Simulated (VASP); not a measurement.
# MnO2 (P-3m1) in VASP: further runs, part 2 of 2

VASP 6.6.1. Earlier steps stand in the parts before.

**6. Single point, r2SCAN, collinear spin, ferromagnetic start**

INCAR

```
SYSTEM = MnO2
ADDGRID = .False.
ALGO = Normal
EDIFF = 1E-6
ENCUT = 460
ISIF = 2
ISMEAR = 0
ISPIN = 2
LASPH = .True.
LCHARG = .False.
LMAXMIX = 4
LMIXTAU = .True.
LORBIT = 11
LREAL = Auto
LWAVE = .False.
MAGMOM = 4 0 0
METAGGA = R2SCAN
NBANDS = 24
NELM = 100
PREC = Accurate
SIGMA = 0.05
```

KPOINTS

```
k-points
0
Gamma
  5 5 3
  0 0 0
```

POSCAR

```
MnO2
1.0
    2.8565781804      0.0000000000      0.0000000000
   -1.4282890902      2.4738692722      0.0000000000
    0.0000000000      0.0000000000      4.6013740589
Mn O
1 2
Direct
    0.0000000000      0.0000000000      0.5000000000
    0.3333333333      0.6666666667      0.7062925700
    0.6666666667      0.3333333333      0.2937074300
```

Potentials or basis: VASP PAW PBE potentials, release 64 (Mn_pv, O).

Run with:

```bash
> cat potpaw_PBE.64/Mn_pv/POTCAR potpaw_PBE.64/O/POTCAR > POTCAR
> mpirun -np 1 vasp_std > vasp.out
```

OUTCAR:

```text
SYSTEM = MnO2
   EDIFF = 1E-6
   ENCUT = 460
   ISIF = 2
   ISMEAR = 0
   ISPIN = 2
   LASPH = .True.
   LORBIT = 11
   LREAL = Auto
   METAGGA = R2SCAN
   NELM = 100
   PREC = Accurate

 Found     12 irreducible k-points:

 Following reciprocal coordinates:
            Coordinates               Weight
  0.000000  0.000000  0.000000      1.000000
  0.200000  0.000000  0.000000      6.000000
  0.400000  0.000000  0.000000      6.000000
  0.200000  0.200000  0.000000      6.000000
  0.400000  0.200000  0.000000      6.000000
  0.000000  0.000000  0.333333      2.000000
   k-points           NKPTS =     12   k-points in BZ     NKDIM =     12   number of bands    NBANDS=     24
   number of dos      NEDOS =    301   number of ions     NIONS =      3
   total plane-waves  NPLWV =  12800
   dimension x,y,z NGX =    20 NGY =   20 NGZ =   32
   dimension x,y,z NGXF=    40 NGYF=   40 NGZF=   64
   ions per type =               1   2
   NGX,Y,Z   is equivalent  to a cutoff of  11.64, 11.64, 11.56 a.u.
   NGXF,Y,Z  is equivalent  to a cutoff of  23.28, 23.28, 23.12 a.u.
 SYSTEM =  MnO2
   PREC   = accura    normal or accurate (medium, high low for compatibility)
   ISTART =      0    job   : 0-new  1-cont  2-samecut
   ICHARG =      2    charge: 1-file 2-atom 10-const
   ISPIN  =      2    spin polarized calculation?
   LNONCOLLINEAR =      F non collinear calculations
   LSORBIT =      F    spin-orbit coupling
   LASPH  =      T    aspherical Exc in radial PAW
   ENCUT  =  460.0 eV  33.81 Ry    5.81 a.u.   5.00  5.00  8.05*2*pi/ulx,y,z
   NELM   =    100;   NELMIN=  2; NELMDL= -5     # of ELM steps
   EDIFF  = 0.1E-05   stopping-criterion for ELM
   LREAL  =      T    real-space projection
   EDIFFG = 0.1E-04   stopping-criterion for IOM
   NSW    =      0    number of steps for IOM
   IBRION =     -1    ionic relax: 0-MD 1-quasi-New 2-CG
   NFREE  =      0    steps in history (QN), initial steepest desc. (CG)
   ISIF   =      2    stress and relaxation
   ISYM   =      2    0-nonsym 1-usesym 2-fastsym
   POTIM  = 0.5000    time-step for ionic-motion
   TEBEG  =    0.0;   TEEND  =   0.0 temperature during run
   PSTRESS=    0.0 pullay stress
   NELECT =      25.0000    total number of electrons
   NUPDOWN=      -1.0000    fix difference up-down
   EMIN   =  10.00;   EMAX   =-10.00  energy-range for DOS
   EFERMI =   0.00;   METHOD = LEGACY
[... 38 lines left out ...]
 cond. band min:       4.4169461161   @ k =   0.0000   0.0000   0.3333
 fundamental gap:      1.9893356554
 Fermi energy:         2.7943638717

 spin component 1

 k-point     1 :       0.0000    0.0000    0.0000
  band No.  band energies     occupation
      1     -49.7540      1.00000
      2     -49.7255      1.00000
      3     -49.7254      1.00000
      4     -17.7224      1.00000
      5     -15.4277      1.00000
      6      -3.7649      1.00000
[... 151 lines left out ...]
     23      26.1024      0.00000
     24      26.7889      0.00000

 [... further k-points ...]

 spin component 2

 k-point     1 :       0.0000    0.0000    0.0000
  band No.  band energies     occupation
      1     -45.6301      1.00000
      2     -45.6300      1.00000
      3     -45.4297      1.00000
      4     -17.6630      1.00000
      5     -15.3812      1.00000
      6      -2.6201      1.00000
[... 151 lines left out ...]
     23      27.6408      0.00000
     24      27.6409      0.00000

 [... further k-points ...]

------------------------ aborting loop because EDIFF is reached ----------------------------------------

  FORCE on cell =-STRESS in cart. coord.  units (eV):
  Direction    XX          YY          ZZ          XY          YZ          ZX
  --------------------------------------------------------------------------------------
  -------------------------------------------------------------------------------------
  Total       -0.1428920     -0.1428920     -0.1727274      0.0000000      0.0000000      0.0000000
  in kB       -7.0405745     -7.0405745     -8.5106255      0.0000000      0.0000000      0.0000000
  external PRESSURE =      -7.5305915 kB  Pullay stress =       0.0000000 kB

 VOLUME and BASIS-vectors are now :
 -----------------------------------------------------------------------------
  energy-cutoff  :      460.00
  volume of cell :       32.52
      direct lattice vectors                 reciprocal lattice vectors
     2.856578180  0.000000000  0.000000000     0.350069187  0.202112539  0.000000000
    -1.428289090  2.473869272  0.000000000     0.000000000  0.404225078  0.000000000
     0.000000000  0.000000000  4.601374059     0.000000000  0.000000000  0.217326387

 POSITION                                       TOTAL-FORCE (eV/Angst)
 -----------------------------------------------------------------------------------
      0.00000      0.00000      2.30069        -0.000000      0.000000      0.000000
     -0.00000      1.64925      3.24992         0.000000      0.000000     -0.006184
      1.42829      0.82462      1.35146         0.000000     -0.000000      0.006184
 -----------------------------------------------------------------------------------
    total drift:                                0.000000     -0.000000      0.000000

  FREE ENERGIE OF THE ION-ELECTRON SYSTEM (eV)
  ---------------------------------------------------
  free  energy   TOTEN  =       -32.5363863690 eV

  energy  without entropy=      -32.5363863690  energy(sigma->0) =      -32.53638637

 total charge

# of ion       s       p       d       tot
------------------------------------------
    1        0.382   6.468   4.862  11.712
    2        1.594   3.449   0.000   5.043
    3        1.594   3.449   0.000   5.043
--------------------------------------------------
tot          3.571  13.365   4.862  21.798

 magnetization (x)

# of ion       s       p       d       tot
------------------------------------------
    1        0.030   0.039   2.867   2.936
    2        0.004   0.002   0.000   0.006
    3        0.004   0.002   0.000   0.006
--------------------------------------------------
tot          0.038   0.043   2.867   2.948
```

OSZICAR:

```text
N       E                     dE             d eps       ncg     rms          rms(c)
DAV:   1     0.222745738714E+03    0.22275E+03   -0.13413E+04  1152   0.112E+03
DAV:   2    -0.331283115351E+02   -0.25587E+03   -0.24038E+03  1280   0.351E+02
[... 10 lines left out ...]
DAV:  13    -0.325362443400E+02   -0.19320E-04   -0.66463E-04  1360   0.279E-01    0.594E-02
DAV:  14    -0.325364055474E+02   -0.16121E-03   -0.12022E-04  1272   0.103E-01    0.342E-02
DAV:  15    -0.325363989833E+02    0.65640E-05   -0.23670E-05  1272   0.365E-02    0.161E-02
DAV:  16    -0.325363922789E+02    0.67044E-05   -0.94710E-06  1384   0.301E-02    0.470E-03
DAV:  17    -0.325363853200E+02    0.69589E-05   -0.10070E-06   904   0.858E-03    0.170E-03
DAV:  18    -0.325363865835E+02   -0.12634E-05   -0.17873E-07   720   0.356E-03    0.995E-04
DAV:  19    -0.325363863690E+02    0.21451E-06   -0.45176E-08   656   0.215E-03
   1 F= -.32536386E+02 E0= -.32536386E+02  d E =-.485301E-26  mag=     3.0000
```

stdout:

```text
POSCAR found type information on POSCAR MnO
 POSCAR found :  2 types and       3 ions
 scaLAPACK will be used
 -----------------------------------------------------------------------------
|                                                                             |
|                                                                             |
|     You have a (more or less) 'small supercell' and for smaller cells       |
|     it is recommended to use the reciprocal-space projection scheme!        |
|     The real-space optimization is not efficient for small cells and it     |
|     is also less accurate ...                                               |
|     Therefore, set LREAL=.FALSE. in the INCAR file.                         |
|                                                                             |
 -----------------------------------------------------------------------------

 -----------------------------------------------------------------------------
|                                                                             |
|                                                                             |
|     You enforced a specific xc type in the INCAR file but a different       |
|     I HOPE YOU KNOW WHAT YOU ARE DOING!                                     |
|                                                                             |
 -----------------------------------------------------------------------------

 LDA part: xc-table for (None), standard interpolation
 POSCAR, INCAR and KPOINTS ok, starting setup
 FFT: planning ... GRIDC
 FFT: planning ... GRID_SOFT
 FFT: planning ... GRID
 WAVECAR not read
 entering main loop
```

It took 79 s on 1 thread of Intel Xeon Platinum 8375C at 2.90GHz (Ice Lake), shared host; peak memory 0.15 GiB.

The run converged, but some of its settings lie outside the range that counts as converged, so its numbers aren't taken as properties of the crystal.

What came out:

| Item | Value |
| --- | --- |
| Free energy | -32.5364 eV |
| Pressure | -0.8 GPa |
| Largest force | 0.006 eV/Å |
| Band gap on the k mesh | 1.99 eV, indirect (least direct gap 2.03 eV) |
| Net moment | 3.00 μB per cell |
| Site moments | Mn +2.94; O +0.01 μB |
| Valence electrons inside the program's atomic spheres | Mn 11.71; O 5.04 |

Caveat: the k mesh is coarse (spacing up to 0.51 Å⁻¹), so the values aren't converged; the cutoff is under 1.25 times the usual one of these potentials, so pressure, stress and relaxed cells hold a basis-set (Pulay) error; the PAW data sets were made with another functional, which shifts forces and pressure a little; an odd mesh through Γ misses points on the zone boundary, where band edges often lie; a cell with one magnetic atom can't hold antiferromagnetic order, which such compounds often take.

**7. The reference run**

An earlier run on the cell as given: functional PBE; potentials or basis VASP PAW PBE potentials, release 64 (Mn_pv, O); cutoff 520 eV; k mesh 11 × 11 × 6; occupations fermi-dirac, width 0.05 eV; collinear spin, ferromagnetic start; starting moments [4.0, 0.0, 0.0] μB.

* Pressure: 5.8 GPa
* Largest force: 0.310 eV/Å
* Band gap on the k mesh: 0.81 eV, indirect (least direct gap 0.87 eV)
* Net moment: 3.00 μB per cell
* Site moments: Mn +2.83; O +0.04 μB
* Valence electrons inside the program's atomic spheres: Mn 11.75; O 5.00
